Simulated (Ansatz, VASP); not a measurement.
**Rh in VASP and in Ansatz**

Contents of INCAR:

```
SYSTEM = Rh
PREC = Accurate
ENCUT = 520
EDIFF = 1E-6
ISMEAR = -1
SIGMA = 0.05
LREAL = .False.
LASPH = .True.
NELM = 80
ALGO = Fast
ISIF = 2
LWAVE = .False.
LCHARG = .False.
GGA = PS
NBANDS = 22
```

File KPOINTS:

```
Automatic mesh
0
Gamma
  11 11 6
  0 0 0
```

POSCAR

```
Rh
1.0
    2.7669170982      0.0000000000      0.0000000000
   -1.3834585491      2.3962204973      0.0000000000
    0.0000000000      0.0000000000      4.4867652751
Rh
2
Direct
    0.3333333333      0.6666666667      0.2500000000
    0.6666666667      0.3333333333      0.7500000000
```

Contents of input.yaml:

```yaml
crystal:
  lattice:
    - [2.7669170982, 0.0, 0.0]
    - [-1.3834585491, 2.3962204973, 0.0]
    - [0.0, 0.0, 4.4867652751]
  atoms:
    - { symbol: Rh, position: [0.3333333333, 0.6666666667, 0.25] }
    - { symbol: Rh, position: [0.6666666667, 0.3333333333, 0.75] }
hamiltonian:
  xc: pbesol
  pseudopotentials: { kind: paw }
kpoints:
  mp_grid: { grid: [11, 11, 6] }
scf:
  occupations: { method: fermi_dirac, width: 0.05 }
output:
  forces: true
  stress: true
  eigenvalues: true
```

This isn't the form of Rh at room conditions, which is fcc.

Alike in both runs: task single point; functional PBEsol; k mesh 11 × 11 × 6; occupations fermi-dirac, width 0.05 eV; no spin polarisation.

|  | VASP | Ansatz |
| --- | --- | --- |
| version | VASP 6.6.1 | Ansatz 0.2.0 |
| potentials or method | VASP PAW PBE potentials, release 64 (Rh_pv) | Ansatz PAW |
| plane-wave cutoff (eV) | 520 | 420 |
| valence electrons in the cell | 30 | 34 |

|  | VASP | Ansatz | Ansatz less VASP |
| --- | --- | --- | --- |
| gap on the k mesh at the Fermi level (eV) | none | none | - |
| pressure (GPa) | -21.3 | -21.4 | -0.07 |
| largest component of the traceless stress (GPa) | 0.99 | 1.00 | +0.004 |

A gap of «none» marks a metal or a gap that the smearing closes. The two sets of potentials don't hold the same shells in valence.

Caveats: so large a pressure means that the cell lies far from this level's equilibrium, or that cutoff or potentials fall short (VASP); the potentials were made for another functional, which shifts forces and pressure (VASP); the PAW data sets come from PBE, with cores solved anew for the run's functional, which leaves a small shift of forces and pressure (Ansatz).
